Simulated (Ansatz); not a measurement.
SiGe: how the free axis answers a strain

SiGe, P6_3mc, a = 3.901 Å, c = 6.443 Å. The structure is a Materials Project entry; whether it is the stable form wasn't checked. Ansatz: PBEsol, PAW, 420 eV, Γ-centred 12×12×6 mesh on 4 atoms, Gaussian smearing 0.02 eV; no spin polarisation. Series: uniaxial strain along c, with a, b and atoms relaxed; x is the strain in per cent. y is the change of a in per cent of 3.901 Å.

| x (%) | y (%) |
| --- | --- |
| -3.0 | ? |
| -2.0 | 0.28 |
| -1.0 | 0.14 |
| 0.0 | 0.00 |
| 1.0 | -0.14 |
| 2.0 | -0.26 |
| 3.0 | -0.38 |

Problem. Fit y = c1 x + c2 x² to the other rows, say what c1 measures, and predict the missing y.

Solution. Least squares on the rows shown. y = −0.1355 x + 0.002775 x². So −c1 = 0.136 is Poisson's ratio for this pair of axes. At x = -3.0 the fit asked for gives 0.43 %. The run gave 0.44 %, so the fit is 0.01 % too low, a small miss on the scale of the series.